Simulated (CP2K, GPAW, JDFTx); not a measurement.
## KF: programs and potentials compared

```
K F
1.0
     3.77857    0.00000    0.00000
     1.88928    3.27233    0.00000
     1.88928    1.09078    3.08519
K F
1 1
Cartesian
  0.0000 0.0000 0.0000
  3.7786 2.1816 1.5426
```

Alike in all runs: task single point; functional LDA; k mesh 9 × 9 × 9; occupations gaussian, width 0.05 eV; no spin polarisation; no spin-orbit coupling. LDA stands for any of its common fits. Pressure is positive in compression and, in plane waves, holds the error of the finite cutoff.

```
                                                      program and potentials  plane-wave cutoff (eV)         notes  pressure (GPa)
CP2K, GTH_POTENTIALS K GTH-PADE-q9, F GTH-PADE-q7; TZVP-MOLOPT-PBE-GTH basis                       -  atomic basis           -3.59
  GPAW, the program's PAW data sets (release 1.2.1) made for this functional                     800             -           -4.34
                 JDFTx, PseudoDojo-SR-LDA-0.4.1-standard with smoothed tails                    1143             -           -3.57
```

The pressure spans -4.34 (GPAW, the program's PAW data sets (release 1.2.1) made for this functional) to -3.57 GPa (JDFTx, PseudoDojo-SR-LDA-0.4.1-standard with smoothed tails). Rows in atomic bases carry the error of their basis and grid, which can be large.

The functional is the same throughout but for its coding, so the spread measures potentials, basis and numerics; runs on potential files found faulty are left out.
